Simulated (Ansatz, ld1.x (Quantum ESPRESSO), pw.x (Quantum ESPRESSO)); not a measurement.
pw.x on fcc Te: one setting changed

Potential: norm-conserving Troullier–Martins (Kleinman–Bylander form), ld1.x (Quantum ESPRESSO) 7.5, PBE; core [Kr] 4d10, reference 5s1.5 5p4.5; waves: 5p (bound): rc 2.35 bohr; 5d channel at 0.45 Ry: rc 2.35 bohr; 5s (bound): rc 1.50 bohr; local part: the s channel; core correction: a·sin(br)/r model core inside 0.75 bohr.

The reference run (k-mesh 12³, cutoffs 120/480 Ry, Fermi–Dirac 0.01 Ry, mixing_beta 0.4, conv_thr 1e-9, no spin) gives -0.20 GPa at 28.359 Å³/atom, where all-electron LAPW gives 0.13 GPa. This run, with its own iteration cap, changes smearing to mp.

```
&control
  calculation='scf', prefix='x', pseudo_dir='./', outdir='./tmp', tstress=.true., disk_io='none'
/
&system
  ibrav=0, nat=1, ntyp=1, ecutwfc=120, ecutrho=480, nbnd=10,
  occupations='smearing', smearing='mp', degauss=0.01
/
&electrons
  conv_thr=1e-09, mixing_beta=0.4, electron_maxstep=60
/
ATOMIC_SPECIES
Te 1.0 Te.UPF
CELL_PARAMETERS angstrom
  0.00000000 2.42039904 2.42039904
  2.42039904 0.00000000 2.42039904
  2.42039904 2.42039904 0.00000000
ATOMIC_POSITIONS crystal
Te 0.0000 0.0000 0.0000
K_POINTS automatic
12 12 12 0 0 0
```

```bash
pw.x < Te.scf.in > Te.scf.out
```

Question: How does the run end?

Answer: It converges in 6 iterations; the free energy moves by +31.4 meV/atom and the pressure by -0.15 GPa. This scheme is built to cancel the term in the square of the width that Fermi–Dirac smearing leaves in the F of a metal.

```
Message from routine setup:
     using ibrav=0 with symmetry is DISCOURAGED, use correct ibrav instead
     lattice parameter (alat)  =       6.4685  a.u.
     unit-cell volume          =     191.3760 (a.u.)^3
     number of electrons       =         6.00
     number of Kohn-Sham states=           10
     kinetic-energy cutoff     =     120.0000  Ry
     charge density cutoff     =     480.0000  Ry
     scf convergence threshold =      1.0E-09
     Exchange-correlation= PBE
     number of k points=    72  Methfessel-Paxton smearing, width (Ry)=  0.0100
     iteration #  1     ecut=   120.00 Ry     beta= 0.40
     c_bands:  1 eigenvalues not converged
     c_bands:  1 eigenvalues not converged
     c_bands:  1 eigenvalues not converged
     [... 1 repeated lines left out ...]
     total energy              =     -65.10530962 Ry
     estimated scf accuracy    <       0.00044725 Ry
     iteration #  2     ecut=   120.00 Ry     beta= 0.40
     total energy              =     -65.10536350 Ry
     estimated scf accuracy    <       0.00012900 Ry
     iteration #  3     ecut=   120.00 Ry     beta= 0.40
     total energy              =     -65.10538889 Ry
     estimated scf accuracy    <       0.00000768 Ry
     iteration #  4     ecut=   120.00 Ry     beta= 0.40
     total energy              =     -65.10538965 Ry
     estimated scf accuracy    <       0.00000015 Ry
     iteration #  5     ecut=   120.00 Ry     beta= 0.40
     total energy              =     -65.10538971 Ry
     estimated scf accuracy    <       0.00000001 Ry
     iteration #  6     ecut=   120.00 Ry     beta= 0.40
     the Fermi energy is     7.9400 ev
!    total energy              =     -65.10538971 Ry
     estimated scf accuracy    <          6.2E-11 Ry
     smearing contrib. (-TS)   =      -0.00007968 Ry
     The total energy is F=E-TS. E is the sum of the following terms:
     one-electron contribution =       5.69548648 Ry
     hartree contribution      =       0.44737928 Ry
     xc contribution           =     -53.20500161 Ry
     ewald contribution        =     -18.04317417 Ry
     convergence has been achieved in   6 iterations
          total   stress  (Ry/bohr**3)                   (kbar)     P=       -3.41
     Message from routine punch:
     Nothing written, as per user request (disk_io='none')
```

The run took about 20 s on one core of a shared host (Intel(R) Xeon(R) 6975P-C, 192 threads, 378 GiB, load 60).
